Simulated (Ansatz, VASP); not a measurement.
## One calculation of Ni, two programs

```xyz
2
Lattice="0.0000 2.4727 2.4727 2.4727 0.0000 2.4727 2.4727 2.4727 0.0000" Properties=species:S:1:pos:R:3 pbc="T T T"
Ni    0.6182    0.6182    0.6182
Ni    4.3273    4.3273    4.3273
```

Alike in both runs: task single point; functional RPBE; k mesh 12 × 12 × 12; occupations fermi-dirac, width 0.1 eV; no spin polarisation.

|  | VASP | Ansatz |
| --- | --- | --- |
| version | VASP 6.6.1 | Ansatz 0.2.0 |
| potentials or method | VASP PAW PBE potentials, release 64 (Ni) | plane waves (420 eV) with PAW, scalar-relativistic |
| plane-wave cutoff (eV) | 520 | 420 |
| valence electrons in the cell | 20 | 36 |

|  | VASP | Ansatz | Ansatz less VASP |
| --- | --- | --- | --- |
| pressure (GPa) | 13.7 | 13.9 | +0.20 |

The two sets of potentials don't hold the same shells in valence.

Caveats: the PAW data sets were made with another functional, which shifts forces and pressure a little (VASP); the run has no spin polarisation, though such a crystal can be magnetic. Spin polarisation is off, so any magnetic state and its effect on volume and gap are missing.
